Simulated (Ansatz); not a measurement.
Structure optimisation: rhenium, simple cubic

Computed with DFT, revPBE, plane waves (420 eV) with PAW, scalar-relativistic in Ansatz. (PAW data from PBE, frozen cores regenerated.)

k-point mesh 12×12×12, Fermi-Dirac smearing 0.1 eV, no spin polarisation. Cell and atoms relax.

Starting structure:

```
Re
1.0
     2.51411    0.00000    0.00000
     0.00000    2.51411    0.00000
     0.00000    0.00000    2.51411
Re
1
Direct
  0.00000 0.00000 0.00000
```

**Question.** The pressure at the start is 26.5 GPa. By how much does the volume change?

**Answer.** From 15.89 to 17.34 Å³ per atom, 9.1 %. The final cell has a = 2.588 Å.

**Question.** How much energy does the relaxation gain?

**Answer.** 110.6 meV per atom.
